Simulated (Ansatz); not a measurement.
# C11O: the cost of one run

Program: Ansatz 0.2.0. Level of theory: DFT PBE+D3(BJ), scalar-relativistic, plane waves, PAW. These are calculated values, not measurements.

11 further runs of the same task are left out: 11 set aside as unsound or not needed.

**1. The system as given**

The structure is trigonal, space group R-3m (No. 166). The conventional cell has a = 2.465 Å, b = 2.465 Å, c = 10.075 Å, α = 90.00°, β = 90.00°, γ = 120.00°. Around C (site symmetry 3m) lie 3 C at 1.42 Å.

Coordinates:

```xyz
2
Lattice="1.2325 0.7116 3.3582 -1.2325 0.7116 3.3582 0.0000 -1.4231 3.3582" Properties=species:S:1:pos:R:3 pbc="T T T"
C     0.0000    0.0000    1.6785
C     0.0000    0.0000    8.3962
```

It is the result of an earlier relaxation at this level (volume 8.84 Å³/atom; gap on the mesh: 0.65 eV).

**2. Plan of the scan**

Atoms count from 1 in the order of the input.

CO (O end down) is moved over the surface cell at a fixed height above a rigid substrate; the origin of the map has the adsorbate above C9; the height is held at 3.60 Å.

The axes are (1) position of O11 along the first surface vector, from above C9: 4 values from 0.00 to 0.75, periodic; (2) position of O11 along the second surface vector, from above C9: 4 values from 0.00 to 0.75, periodic.

Nothing else is relaxed. Points are written as (first, second).

The two vectors of the plane (Å): (3.647, 0.000, 0.000); (-1.666, 3.931, 0.000).

**3. Grid point (0/4, 0/4) of the map's two axes**

A dipole layer in the vacuum cancels the field that periodic copies would set up if the slab's two faces differ.

The input, input.yaml:

```yaml
crystal:
  lattice:
    - [3.6473242347, 0.0, 0.0]
    - [-1.6658829406, 3.931015097, 0.0]
    - [0.0, 0.0, 23.5809581735]
  atoms:
    - { symbol: C, position: [0.500179934, 0.3333933113, 0.1696283913] }
    - { symbol: C, position: [0.499820066, 0.6666066887, 0.1696283913] }
    - { symbol: C, position: [0.500179934, 0.8333933113, 0.2218942371] }
    - { symbol: C, position: [0.499820066, 0.1666066887, 0.2218942371] }
    - { symbol: C, position: [0.5000212339, 0.3353169667, 0.2741412245] }
    - { symbol: C, position: [0.4999787661, 0.6646830333, 0.2741412245] }
    - { symbol: C, position: [0.5001286265, 0.8366480408, 0.3266192407] }
    - { symbol: C, position: [0.4998713735, 0.1633519592, 0.3266192407] }
    - { symbol: C, position: [0.4997623712, 0.3544335279, 0.3744953071] }
    - { symbol: C, position: [0.5002376288, 0.6455664721, 0.3744953071] }
    - { symbol: O, position: [0.4997623712, 0.3544335279, 0.5271608593] }
    - { symbol: C, position: [0.4997623712, 0.3544335279, 0.5759290218] }
basis:
  ecutwfc: 420
kpoints:
  mp_grid: { grid: [8, 7, 1] }
hamiltonian:
  xc: pbe
  pseudopotentials: { kind: paw, azcp: { folder: soft_1 } }
  dispersion: d3bj
scf:
  occupations: { method: gaussian, width: 0.05 }
output:
  forces: true
  eigenvalues: true
efield:
  axis: 3
  dipole_correction: true
  ramp_width: 0.04
```

Command:

```
$ ansatz run input.yaml --threads 1 --pin off --max-ram 3072MiB --backend cpu --events-out ev --progress --plain --runs-dir out
```

What time and memory should one allow on 1 thread of Arm Neoverse V1, shared host?

About 46 s, with a peak of 0.57 GiB.
